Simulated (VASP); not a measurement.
# CdSe (F-43m) in VASP: further runs

One crystal, CdSe, is run at these levels: PBEsol, RPBE; tasks: single point, relaxation of cell and atoms.

All numbers are computed with VASP 6.6.1; they aren't measurements. Logs are shortened: lines on timing, memory, paths and dates and some standing lists are left out, and cuts for length are marked.

**1. Starting point**

The structure is cubic, space group F-43m (No. 216). Conventional cell: a = 6.141 Å, b = 6.141 Å, c = 6.141 Å, α = 90.00°, β = 90.00°, γ = 90.00°. Cd (site symmetry -43m) is surrounded by 4 Se at 2.66 Å. Around Se (site symmetry -43m) lie 4 Cd at 2.66 Å.

Measurements of this composition are mostly on another form, of space group No. 186.

**2. Single point, PBEsol**

INCAR

```
ALGO = Normal ; EDIFF = 1E-6
ENCUT = 520 ; GGA = PS
ISIF = 2 ; ISMEAR = 0
LASPH = T ; LCHARG = F
LREAL = F ; LWAVE = F
NELM = 80 ; PREC = Accurate
SIGMA = 0.02
```

KPOINTS

```
k-points
0
Gamma
  10 10 10
```

POSCAR

```
CdSe
1.0
    0.0000000000      3.0702712000      3.0702712000
    3.0702712000      0.0000000000      3.0702712000
    3.0702712000      3.0702712000      0.0000000000
Cd Se
1 1
Direct
    0.0000000000      0.0000000000      0.0000000000
    0.2500000000      0.2500000000      0.2500000000
```

Potentials or basis: VASP PAW PBE potentials, release 64 (Cd, Se).

Run with:

```bash
$ cat potpaw_PBE.64/Cd/POTCAR potpaw_PBE.64/Se/POTCAR > POTCAR
$ mpirun -np 1 vasp_std > vasp.out
```

OUTCAR:

```text
EDIFF = 1E-6
   ENCUT = 520
   GGA = PS
   ISIF = 2
   ISMEAR = 0
   LASPH = T
   LREAL = F
   NELM = 80
   PREC = Accurate

 ion  position               nearest neighbor table
   1  0.000  0.000  0.000-   2 2.66   2 2.66   2 2.66   2 2.66
   2  0.250  0.250  0.250-   1 2.66   1 2.66   1 2.66   1 2.66

  LATTYP: Found a face centered cubic cell.
 ALAT       =     6.1405424000

  Lattice vectors:

 A1 = (   0.0000000000,   3.0702712000,   3.0702712000)
 A2 = (   3.0702712000,   0.0000000000,   3.0702712000)
 A3 = (   3.0702712000,   3.0702712000,   0.0000000000)

Analysis of symmetry for initial positions (statically):
=====================================================================
 Subroutine PRICEL returns:
 Original cell was already a primitive cell.

 Routine SETGRP: Setting up the symmetry group for a
 face centered cubic supercell.

 Subroutine GETGRP returns: Found 24 space group operations
 (whereof 24 operations were pure point group operations)
 out of a pool of 48 trial point group operations.

The static configuration has the point symmetry T_d .

Analysis of symmetry for dynamics (positions and initial velocities):
=====================================================================
 Subroutine PRICEL returns:
 Original cell was already a primitive cell.

 Routine SETGRP: Setting up the symmetry group for a
 face centered cubic supercell.

 Subroutine GETGRP returns: Found 24 space group operations
 (whereof 24 operations were pure point group operations)
 out of a pool of 48 trial point group operations.

The dynamic configuration has the point symmetry T_d .

 Subroutine INISYM returns: Found 24 space group operations
 (whereof 24 operations are pure point group operations),
 and found     1 'primitive' translations

----------------------------------------------------------------------------------------

                                     Primitive cell

  volume of cell :      57.8842

  direct lattice vectors                    reciprocal lattice vectors
     0.000000000  3.070271200  3.070271200    -0.162852063  0.162852063  0.162852063
     3.070271200  0.000000000  3.070271200     0.162852063 -0.162852063  0.162852063
     3.070271200  3.070271200  0.000000000     0.162852063  0.162852063 -0.162852063

  length of vectors
     4.342019171  4.342019171  4.342019171     0.282068048  0.282068048  0.282068048

  position of ions in fractional coordinates (direct lattice)
     0.000000000  0.000000000  0.000000000
     0.250000000  0.250000000  0.250000000

  ion indices of the primitive-cell ions
   primitive index   ion index
                 1           1
                 2           2

----------------------------------------------------------------------------------------

 KPOINTS: k-points

Automatic generation of k-mesh.
 Grid dimensions read from file:
 generate k-points for:   10   10   10

 Generating k-lattice:

  Cartesian coordinates                     Fractional coordinates (reciprocal lattice)
    -0.016285206  0.016285206  0.016285206     0.100000000  0.000000000  0.000000000
     0.016285206 -0.016285206  0.016285206     0.000000000  0.100000000  0.000000000
     0.016285206  0.016285206 -0.016285206     0.000000000  0.000000000  0.100000000

  Length of vectors
     0.028206805  0.028206805  0.028206805

  Shift w.r.t. Gamma in fractional coordinates (k-lattice)
     0.000000000  0.000000000  0.000000000

 Subroutine IBZKPT returns following result:
 ===========================================

 Found     47 irreducible k-points:

 Following reciprocal coordinates:
            Coordinates               Weight
  0.000000  0.000000  0.000000      1.000000
  0.100000  0.000000  0.000000      8.000000
  0.200000  0.000000  0.000000      8.000000
  0.300000  0.000000  0.000000      8.000000
  0.400000  0.000000  0.000000      8.000000
  0.500000  0.000000  0.000000      4.000000
[... 16 lines left out ...]
  0.300000  0.300000  0.000000      6.000000
  0.400000  0.300000  0.000000     24.000000
 [... further k-points ...]
   k-points           NKPTS =     47   k-points in BZ     NKDIM =     47   number of bands    NBANDS=     13
   number of dos      NEDOS =    301   number of ions     NIONS =      2
   total plane-waves  NPLWV =  32768
   dimension x,y,z NGX =    32 NGY =   32 NGZ =   32
   dimension x,y,z NGXF=    64 NGYF=   64 NGZF=   64
   ions per type =               1   1
   NGX,Y,Z   is equivalent  to a cutoff of  12.25, 12.25, 12.25 a.u.
   NGXF,Y,Z  is equivalent  to a cutoff of  24.50, 24.50, 24.50 a.u.
 SYSTEM =  unknown system
   PREC   = accura    normal or accurate (medium, high low for compatibility)
   ISTART =      0    job   : 0-new  1-cont  2-samecut
   ICHARG =      2    charge: 1-file 2-atom 10-const
   ISPIN  =      1    spin polarized calculation?
   LNONCOLLINEAR =      F non collinear calculations
   LSORBIT =      F    spin-orbit coupling
   LASPH  =      T    aspherical Exc in radial PAW
   ENCUT  =  520.0 eV  38.22 Ry    6.18 a.u.   8.07  8.07  8.07*2*pi/ulx,y,z
   NELM   =     80;   NELMIN=  2; NELMDL= -5     # of ELM steps
   EDIFF  = 0.1E-05   stopping-criterion for ELM
   LREAL  =      F    real-space projection
   EDIFFG = 0.1E-04   stopping-criterion for IOM
   NSW    =      0    number of steps for IOM
   IBRION =     -1    ionic relax: 0-MD 1-quasi-New 2-CG
   NFREE  =      0    steps in history (QN), initial steepest desc. (CG)
   ISIF   =      2    stress and relaxation
   ISYM   =      2    0-nonsym 1-usesym 2-fastsym
   POTIM  = 0.5000    time-step for ionic-motion
   TEBEG  =    0.0;   TEEND  =   0.0 temperature during run
   PSTRESS=    0.0 pullay stress
   NELECT =      18.0000    total number of electrons
   NUPDOWN=      -1.0000    fix difference up-down
   EMIN   =  10.00;   EMAX   =-10.00  energy-range for DOS
   EFERMI =   0.00;   METHOD = LEGACY
   ISMEAR =     0;   SIGMA  =   0.02  broadening in eV -4-tet -1-fermi 0-gaus
   EFERMI_NEDOS =   21; number of points for ismear=-14 and -15
   IALGO  =     38    algorithm
   IMIX   =      4    mixing-type and parameters
     AMIX     =   0.40;   BMIX     =  1.00
     AMIX_MAG =   1.60;   BMIX_MAG =  1.00
  volume/ion in A,a.u.               =      28.94       195.31
  Fermi-wavevector in a.u.,A,eV,Ry     =   1.109121  2.095935 16.737199  1.230149
  Thomas-Fermi vector in A             =   2.245657
   LORBIT       =      0    0 simple, 1 ext, 2 COOP (PROOUT), +10 PAW based schemes
   GGA     = PS    functional components
   LHFCALC =     F    Hartree Fock is set to
   AEXX    =    0.0000 exact exchange contribution
   IVDW    =     0    specifies the selected vdW correction
   LEPSILON=     F    determine dielectric tensor
   LRPA    =     F    only Hartree local field effects (RPA)
 non-spin polarized calculation
 Gauss-broadening in eV      SIGMA  =   0.02
  energy-cutoff  :      520.00
  volume of cell :       57.88
 maximum number of plane-waves:      1588
   NGX = 17   NGY = 17   NGZ = 17

 number of electron      18.0000008 magnetization

 Free energy of the ion-electron system (eV)
  ---------------------------------------------------
  ext. energy  EPLUGINS =         0.00000000
  ---------------------------------------------------
  free energy    TOTEN  =        -6.17362049 eV

  energy without entropy =       -6.17362049  energy(sigma->0) =       -6.17362049

 E-fermi :   0.7382     XC(G=0):  -8.9696

 val. band max:        0.5890036808   @ k =   0.0000   0.0000   0.0000
 cond. band min:       1.0154837963   @ k =   0.0000   0.0000   0.0000
 fundamental gap:      0.4264801155
 Fermi energy:         0.7381699801

 k-point     1 :       0.0000    0.0000    0.0000
  band No.  band energies     occupation
      1     -11.8774      2.00000
      2      -7.2295      2.00000
      3      -7.2295      2.00000
      4      -7.2295      2.00000
      5      -6.8784      2.00000
      6      -6.8784      2.00000
      7       0.5890      2.00000
      8       0.5890      2.00000
      9       0.5890      2.00000
     10       1.0155      0.00000
     11       6.4427      0.00000
     12       6.4427      0.00000
     13       6.4427      0.00000

 k-point     2 :       0.1000    0.0000    0.0000
  band No.  band energies     occupation
      1     -11.8441      2.00000
      2      -7.2189      2.00000
      3      -7.2189      2.00000
      4      -7.2007      2.00000
      5      -6.8790      2.00000
      6      -6.8790      2.00000
      7      -0.3564      2.00000
      8       0.5097      2.00000
      9       0.5097      2.00000
     10       1.8380      0.00000
     11       6.2634      0.00000
     12       6.5752      0.00000
     13       6.5752      0.00000

 k-point     3 :       0.2000    0.0000    0.0000
  band No.  band energies     occupation
      1     -11.7563      2.00000
      2      -7.1928      2.00000
      3      -7.1928      2.00000
      4      -7.1060      2.00000
      5      -6.8786      2.00000
      6      -6.8786      2.00000
      7      -1.5022      2.00000
      8       0.3151      2.00000
      9       0.3151      2.00000
     10       2.5482      0.00000
     11       6.2151      0.00000
     12       6.8471      0.00000
     13       6.8471      0.00000
[... 305 lines left out ...]
 k-point    23 :       0.3000    0.3000    0.0000
  band No.  band energies     occupation
      1     -11.5716      2.00000
      2      -7.0776      2.00000
      3      -7.0776      2.00000
      4      -7.0448      2.00000
      5      -6.8425      2.00000
      6      -6.8386      2.00000
      7      -2.4140      2.00000
      8      -0.6637      2.00000
      9      -0.6637      2.00000
     10       3.9757      0.00000
     11       4.4340      0.00000
     12       8.2588      0.00000
     13       8.6746      0.00000

 k-point    24 :       0.4000    0.3000    0.0000
  band No.  band energies     occupation
      1     -11.5018      2.00000
      2      -7.0718      2.00000
      3      -7.0473      2.00000
      4      -7.0019      2.00000
      5      -6.8368      2.00000
      6      -6.7250      2.00000
      7      -2.8716      2.00000
      8      -1.0017      2.00000
      9      -0.8408      2.00000
     10       4.0763      0.00000
     11       4.5468      0.00000
     12       7.9920      0.00000
     13       9.0326      0.00000

 [... further k-points ...]

------------------------ aborting loop because EDIFF is reached ----------------------------------------

  FORCE on cell =-STRESS in cart. coord.  units (eV):
  Direction    XX          YY          ZZ          XY          YZ          ZX
  --------------------------------------------------------------------------------------
  -------------------------------------------------------------------------------------
  Total       -0.3984657     -0.3984657     -0.3984657      0.0000000      0.0000000     -0.0000000
  in kB      -11.0291326    -11.0291326    -11.0291326      0.0000000      0.0000000     -0.0000000
  external PRESSURE =     -11.0291326 kB  Pullay stress =       0.0000000 kB

 VOLUME and BASIS-vectors are now :
 -----------------------------------------------------------------------------
  energy-cutoff  :      520.00
  volume of cell :       57.88
      direct lattice vectors                 reciprocal lattice vectors
     0.000000000  3.070271200  3.070271200    -0.162852063  0.162852063  0.162852063
     3.070271200  0.000000000  3.070271200     0.162852063 -0.162852063  0.162852063
     3.070271200  3.070271200  0.000000000     0.162852063  0.162852063 -0.162852063

 POSITION                                       TOTAL-FORCE (eV/Angst)
 -----------------------------------------------------------------------------------
      0.00000      0.00000      0.00000         0.000000     -0.000000      0.000000
      1.53514      1.53514      1.53514        -0.000000      0.000000     -0.000000
 -----------------------------------------------------------------------------------
    total drift:                               -0.000000     -0.000000     -0.000000

  FREE ENERGIE OF THE ION-ELECTRON SYSTEM (eV)
  ---------------------------------------------------
  free  energy   TOTEN  =        -6.1736204947 eV

  energy  without entropy=       -6.1736204947  energy(sigma->0) =       -6.17362049
```

Run time: 9.7 s. Hardware: 1 thread of Intel Xeon 6975P-C (Granite Rapids), shared host; peak memory 0.2 GiB.

What came out:

```
Free energy            : -6.1736 eV
Pressure               : -1.1 GPa
Band gap on the k mesh : 0.43 eV, direct
```

Levels at points of the mesh, in eV from the valence-band top:
```csv
k point,band 7,band 8,band 9,band 10,band 11,band 12
"(0.00, 0.00, 0.00)",0.00,0.00,0.00,0.43,5.85,5.85
"(0.50, 0.00, 0.00)",-4.28,-0.72,-0.72,2.25,6.36,6.36
"(0.50, 0.50, 0.00)",-4.00,-1.78,-1.78,3.05,3.65,8.85
```

Caveat: the PAW data sets were made with another functional, which shifts forces and pressure a little.

**3. Relaxation of cell and atoms, PBEsol**

INCAR

```
PREC = Accurate
ENCUT = 580
EDIFF = 1E-7
ISMEAR = 0
SIGMA = 0.02
LREAL = F
LASPH = T
NELM = 80
ALGO = Normal
ISIF = 3
LWAVE = F
LCHARG = F
GGA = PS
IBRION = 2
NSW = 90
EDIFFG = -0.005
```

KPOINTS

```
regular mesh
0
Gamma
  10 10 10
```

POSCAR is that of step 2.

Potentials or basis: VASP PAW PBE potentials, release 64 (Cd, Se).

Run with:

```bash
$ cat potpaw_PBE.64/Cd/POTCAR potpaw_PBE.64/Se/POTCAR > POTCAR
$ mpirun -np 1 vasp_std > vasp.out
```

OUTCAR:

```text
PREC = Accurate
   ENCUT = 580
   EDIFF = 1E-7
   ISMEAR = 0
   LREAL = F
   LASPH = T
   NELM = 80
   ISIF = 3
   GGA = PS
   IBRION = 2
   NSW = 90
   EDIFFG = -0.005

 ion  position               nearest neighbor table
   1  0.000  0.000  0.000-   2 2.66   2 2.66   2 2.66   2 2.66
   2  0.250  0.250  0.250-   1 2.66   1 2.66   1 2.66   1 2.66

  LATTYP: Found a face centered cubic cell.
 ALAT       =     6.1405424000

  Lattice vectors:

 A1 = (   0.0000000000,   3.0702712000,   3.0702712000)
 A2 = (   3.0702712000,   0.0000000000,   3.0702712000)
 A3 = (   3.0702712000,   3.0702712000,   0.0000000000)

Analysis of symmetry for initial positions (statically):
=====================================================================
 Subroutine PRICEL returns:
 Original cell was already a primitive cell.

 Routine SETGRP: Setting up the symmetry group for a
 face centered cubic supercell.

 Subroutine GETGRP returns: Found 24 space group operations
 (whereof 24 operations were pure point group operations)
 out of a pool of 48 trial point group operations.

The static configuration has the point symmetry T_d .

Analysis of symmetry for dynamics (positions and initial velocities):
=====================================================================
 Subroutine PRICEL returns:
[... 235 lines left out ...]
  ---------------------------------------------------
  ext. energy  EPLUGINS =         0.00000000
  ---------------------------------------------------
  free energy    TOTEN  =        -6.17848274 eV

  energy without entropy =       -6.17848274  energy(sigma->0) =       -6.17848274

 E-fermi :   0.8631     XC(G=0):  -9.0757

 val. band max:        0.7701810158   @ k =   0.0000   0.0000   0.0000
 cond. band min:       1.2429599737   @ k =   0.0000   0.0000   0.0000
 fundamental gap:      0.4727789579
 Fermi energy:         0.8630574237

 k-point     1 :       0.0000    0.0000    0.0000
  band No.  band energies     occupation
      1     -11.8246      2.00000
      2      -7.1250      2.00000
      3      -7.1250      2.00000
      4      -7.1250      2.00000
      5      -6.7491      2.00000
      6      -6.7491      2.00000
      7       0.7702      2.00000
      8       0.7702      2.00000
      9       0.7702      2.00000
     10       1.2430      0.00000
     11       6.6251      0.00000
     12       6.6251      0.00000
     13       6.6251      0.00000
[... 354 lines left out ...]
  band No.  band energies     occupation
      1     -11.4274      2.00000
      2      -6.9585      2.00000
      3      -6.9300      2.00000
      4      -6.8848      2.00000
      5      -6.7046      2.00000
      6      -6.5907      2.00000
      7      -2.7681      2.00000
      8      -0.8900      2.00000
      9      -0.7232      2.00000
     10       4.2490      0.00000
     11       4.7607      0.00000
     12       8.2168      0.00000
     13       9.2888      0.00000

 [... further k-points ...]

------------------------ aborting loop because EDIFF is reached ----------------------------------------

  FORCE on cell =-STRESS in cart. coord.  units (eV):
  Direction    XX          YY          ZZ          XY          YZ          ZX
  --------------------------------------------------------------------------------------
  -------------------------------------------------------------------------------------
  Total        0.0003402      0.0003402      0.0003402      0.0000000      0.0000000     -0.0000000
  in kB        0.0096392      0.0096392      0.0096392      0.0000000      0.0000000     -0.0000000
  external PRESSURE =       0.0096392 kB  Pullay stress =       0.0000000 kB
[... 17 lines left out ...]
  FREE ENERGIE OF THE ION-ELECTRON SYSTEM (eV)
  ---------------------------------------------------
  free  energy   TOTEN  =        -6.1784827381 eV

  energy  without entropy=       -6.1784827381  energy(sigma->0) =       -6.17848274

 reached required accuracy - stopping structural energy minimisation
```

It took 36 s on 1 thread of Intel Xeon 6975P-C (Granite Rapids), shared host; peak memory 0.24 GiB.

Results:

```
Free energy                            : -6.1785 eV
Relaxed volume                         : 28.27 Å³/atom
Relaxed cell                           : a = 4.308 Å, b = 4.308 Å, c = 4.308 Å, α = 60.00°, β = 60.00°, γ = 60.00°
Space group after relaxing (to 0.05 Å) : F-43m (No. 216)
Energy gained by relaxing              : 2.4 meV/atom
Ionic steps                            : 3
Pressure after relaxing                : 0.0 GPa
Band gap on the k mesh                 : 0.47 eV, direct
```

The path:
```tsv
step	energy change (eV)	largest force (eV/Å)	pressure (GPa)	volume (Å³)
1	0.0000	0.0000	-1.15	57.88
2	-0.0045	0.0000	0.36	56.16
3	-0.0049	0.0000	0.00	56.55
```

Final structure:
```xyz
2
Lattice="0.0000 3.0465 3.0465 3.0465 0.0000 3.0465 3.0465 3.0465 0.0000" Properties=species:S:1:pos:R:3 pbc="T T T"
Cd    0.0000    0.0000    0.0000
Se    1.5232    1.5232    1.5232
```

Caveat: the PAW data sets were made with another functional, which shifts forces and pressure a little.

(Continued in part 2 of 2.)
